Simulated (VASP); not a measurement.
Input of a VASP 6.6.1 run:

File INCAR:

```
SYSTEM = AlN
PREC = Accurate ; ENCUT = 520
EDIFF = 1E-7 ; ISMEAR = 0
SIGMA = 0.02 ; LREAL = .FALSE.
LASPH = .TRUE. ; NELM = 80
ALGO = Normal ; ISIF = 3
LWAVE = .FALSE. ; LCHARG = .FALSE.
METAGGA = R2SCAN ; LMIXTAU = .TRUE.
IBRION = 2 ; NSW = 80
EDIFFG = -0.002 ; KPAR = 4
```

The input KPOINTS:

```
regular mesh
0
G
  12 12 6
  0 0 0
```

POSCAR

```
AlN                                     
1.0
    3.1049958030     -0.0000000000      0.0000000000
   -1.5524979015      2.6890052420     -0.0000000000
   -0.0000000000      0.0000000000      4.9751431069
  Al              N             
     2     2
Direct
     0.3333333300000021    0.6666666699999979    0.9991628523928497
     0.6666666699999979    0.3333333300000021    0.4991628523928496
     0.3333333300000021    0.6666666699999979    0.3808371476071529
     0.6666666699999979    0.3333333300000021    0.8808371476071528
```

Potentials or basis: VASP PAW PBE potentials, release 64 (Al, N).

Command:

```console
$ cat potpaw_PBE.64/Al/POTCAR potpaw_PBE.64/N/POTCAR > POTCAR
$ mpirun -np 4 vasp_std > vasp.out
```

**Question.** Predict the band gap on the k mesh.

**Answer.** 4.94 eV, direct.

Final structure:
```
CELL_PARAMETERS angstrom
3.10500 0.00000 0.00000
-1.55250 2.68901 0.00000
0.00000 0.00000 4.97514
ATOMIC_POSITIONS crystal
Al 0.33333 0.66667 0.99916
Al 0.66667 0.33333 0.49916
N 0.33333 0.66667 0.38084
N 0.66667 0.33333 0.88084
```

Caveat: the relaxation stopped at its first step, so nothing moved; the PAW data sets were made with another functional, which shifts forces and pressure a little. r2SCAN opens gaps a little over a GGA but as a rule still falls short of measured ones.
